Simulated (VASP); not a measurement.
Wanted: the native input for a VASP 6.6.1 run.

```
Task                   : single point
Functional             : PBEsol
Potentials or basis    : VASP PAW PBE potentials, release 64 (W_sv, C, H)
Cutoff                 : 520 eV
k mesh                 : 4 × 5 × 5, shifted
Occupations            : gaussian, width 0.1 eV
Spin                   : no spin polarisation
Dipole correction      : no
Further INCAR settings : LREAL = Auto; ALGO = Fast; EDIFF = 1e-06; NBANDS = 86
```

The structure of HW8C8 (a cell with a defect) lies in POSCAR:

```
HW8C8
1.0
    0.0000000000      0.0000000000     -5.6555137123
   -2.8984787826     -5.0203125160      0.0000000000
   -2.8984787825      5.0203125161      0.0000000000
W C H
8 8 1
Direct
    0.5006491265      0.5000007614      0.4999989686
    1.0020819130      0.5000007614      0.4999989686
    0.4990402541      0.4937748080     -0.0031139798
    1.0001114466      0.4998998761     -0.0000514699
    0.4990402541      1.0031137098      0.5062249220
    1.0001114466      1.0000511003      0.5000999534
    0.4990402541      1.0031136636     -0.0031139336
    1.0001114466      1.0000512048     -0.0000514748
    0.2476933257      0.1666672566      0.8333321284
    0.7501139977      0.1666676016      0.8333324734
    0.2499755233      0.1677284824      0.3338625621
    0.7522600451      0.1714680318      0.3357325069
    0.2499755233      0.6661364779      0.8322705576
    0.7522602219      0.6642672960      0.8285319703
    0.2499753465      0.6661362888      0.3338627511
    0.7522600451      0.6642673012      0.3357327738
    0.6161922996      0.8333338215      0.1666655635
```

One way to write it, as run:

INCAR

```
PREC = Accurate ; ENCUT = 520
EDIFF = 1E-6 ; ISMEAR = 0
SIGMA = 0.1 ; LREAL = Auto
LASPH = T ; NELM = 100
ALGO = Fast ; ISIF = 2
LWAVE = F ; LCHARG = T
GGA = PS ; LELF = T
LVHAR = T ; NBANDS = 86
```

KPOINTS

```
Automatic mesh
0
Gamma
  4 5 5
  0.5 0 0
```

Potentials or basis: VASP PAW PBE potentials, release 64 (W_sv, C, H).

Run with:

```console
$ cat potpaw_PBE.64/W_sv/POTCAR potpaw_PBE.64/C/POTCAR potpaw_PBE.64/H/POTCAR > POTCAR
$ mpirun -np 1 vasp_std > vasp.out
```

Results of the run:

| Property | Result |
| --- | --- |
| Pressure | 5.6 GPa |
| Largest force | 0.576 eV/Å |
| Band gap on the k mesh | none (metal or under the smearing width) |

Caveat: the PAW data sets were made with another functional, which shifts forces and pressure a little.

Wall time 6.2 min on 1 thread of Intel(R) Xeon(R) Platinum 8375C CPU @ 2.90GHz (Ice Lake), with other jobs on the host, peak memory 0.37 GiB.
